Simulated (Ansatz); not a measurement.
# Calculated records

```
From HSE06 to G0W0: Ta2O5 (Pmmm)
1.0
     3.67700    0.00000    0.00000
     0.00000    3.89700    0.00000
     0.00000    0.00000    6.21700
Ta O
2 5
Direct
  0.50000 0.00000 0.50000
  0.00000 0.00000 0.00000
  0.00000 0.00000 0.32192
  0.00000 0.00000 0.67808
  0.50000 0.50000 0.50000
  0.50000 0.00000 0.00000
  0.00000 0.50000 0.00000
# method: G0W0 on HSE06, plane waves, PAW (and 1 further level or step)
# program: Ansatz 0.2.0
# settings of one run: cutoff 420 eV, 4×4×4 k-mesh, default PAW, empty bands 705, screening cutoff 230 eV, screening contour deformation, QP bands (v2, c2)
# cost: 2 runs, 4.7 min in all on 1 × NVIDIA H100 80GB HBM3 (shared by 6 runs) with 3 threads of AMD EPYC 7R13 (Zen 3), shared host (the runs of this entry)
# notes: In doubt: masses and optical values from hybrid runs of this build are listed as unsure (in some of the runs), which bears on the screening that GW takes from such a start. Geometry: measured cell, ions relaxed with LDA. Limits: no spin-orbit coupling. No second run with other bands and screening cutoff is shown, so the distance to the basis limit is not known. On another start, G0W0@LDA runs of this series (4×4×4 mesh, soft_2 PAW; not shown as steps) give 1.265 eV with 143 bands and 69 eV, 1.282 eV with 355 bands and 138 eV and 1.416 eV with 733 bands and 230 eV. The program doubts an edge level of G0W0@LDA with 355 bands (4×4×4, soft_2 PAW). [rest of the remark cut]
# HSE06 gap over mesh and listed points: 1.476 eV, from k = (0.500, 0.500, 0.500) to k = (0.500, 0.000, 0.000)
# G0W0@HSE06 gap over 9 of 27 irreducible mesh points: 1.708 eV, from k = (-0.500, -0.500, -0.500) to k = (-0.500, 0.000, 0.000)
# GW settings: 4×4×4 mesh, 705 empty bands, screening to 230 eV
# known limits: finite bands, screening cutoff and k mesh; no spin-orbit coupling in G0W0
```

[Paths, hosts, dates, memory and timing lines, banners, echoed tables and standing remarks are left out of the program output.]

[Logs are printed without paths, hosts, clocks, repeated set-up lines and the standing remarks that a program may print on its own settings, such as how far it seeks lower states.]

[Runs of the session that timed out or met a known fault of the program may be left out.]

[Cells called generated may have been cut or substituted from an entry of the Crystallography Open Database or the Materials Project.]

[Hosts, paths, dates, database ids (printed as entryN), source tags and the programs' standing remarks are cut or masked in the printed files.]
